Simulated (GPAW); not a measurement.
Wanted: an ASE script for a GPAW 26.7.0 run.

```yaml
Task: relaxation of cell and atoms
Functional: PBEsol
Potentials_or_basis: PAW data sets generated in the run's folder for this functional
Cutoff: 800 eV
Basis: pw
k_mesh: 10 × 10 × 10
Occupations: fermi-dirac, width 0.05 eV
Spin: no spin polarisation
Maxiter: 150
Optimizer: BFGS
Fmax: 0.01 eV/Å
Max_steps: 100
Convergence: density=1e-05 forces=0.0001
```

The structure of BAs lies in BAs.xyz:

```xyz
2
Lattice="0.0000000000 2.3885000000 2.3885000000 2.3885000000 0.0000000000 2.3885000000 2.3885000000 2.3885000000 0.0000000000" Properties=species:S:1:pos:R:3 pbc="T T T"
As     3.5827500000      3.5827500000      3.5827500000
B      0.0000000000      0.0000000000      0.0000000000
```

One way to write it, as run:

run.py

```python
from ase.filters import FrechetCellFilter
from ase.io import read, write
from ase.optimize import BFGS
from gpaw import GPAW, PW, setup_paths

setup_paths.insert(0, '.')

atoms = read('BAs.xyz')

calc = GPAW(mode=PW(800),
            xc='PBEsol',
            kpts={'size': (10, 10, 10), 'gamma': True},
            occupations={'name': 'fermi-dirac', 'width': 0.05},
            nbands=11,
            convergence={'density': 1e-05, 'forces': 0.0001},
            maxiter=150,
            txt='gpaw.txt')
atoms.calc = calc
opt = BFGS(FrechetCellFilter(atoms), trajectory='relax.traj', logfile='-')
done = opt.run(fmax=0.01, steps=100)
calc.write('gs.gpw')
write('result.traj', atoms)
print('Converged:', done)
print('Cell:', atoms.cell.cellpar().round(4))
print('Volume:', round(atoms.get_volume(), 4))
print(atoms.get_scaled_positions().round(5))
```

Potentials or basis: PAW data sets generated in the run's folder for this functional, pw.

Launch:

```bash
$ gpaw-setup -f PBEsol As B
$ OMP_NUM_THREADS=1 python run.py
```

It gave:

| Quantity | Value |
| --- | --- |
| Relaxed volume | 13.60 Å³/atom |
| Relaxed cell | a = 3.376 Å, b = 3.376 Å, c = 3.376 Å, α = 60.00°, β = 60.00°, γ = 60.00° |
| Space group after relaxing (to 0.05 Å) | F-43m (No. 216) |
| Energy gained by relaxing | 0.0 meV/atom |
| Ionic steps | 3 |
| Pressure after relaxing | 0.0 GPa |
| Band gap on the k mesh | 1.08 eV, indirect (least direct gap 3.26 eV) |

Caveat: later steps reuse the first step's grids.

Run time: 19 s on 1 thread of Intel(R) Xeon(R) 6975P-C (Granite Rapids), with other jobs on the host, peak memory 0.21 GiB.
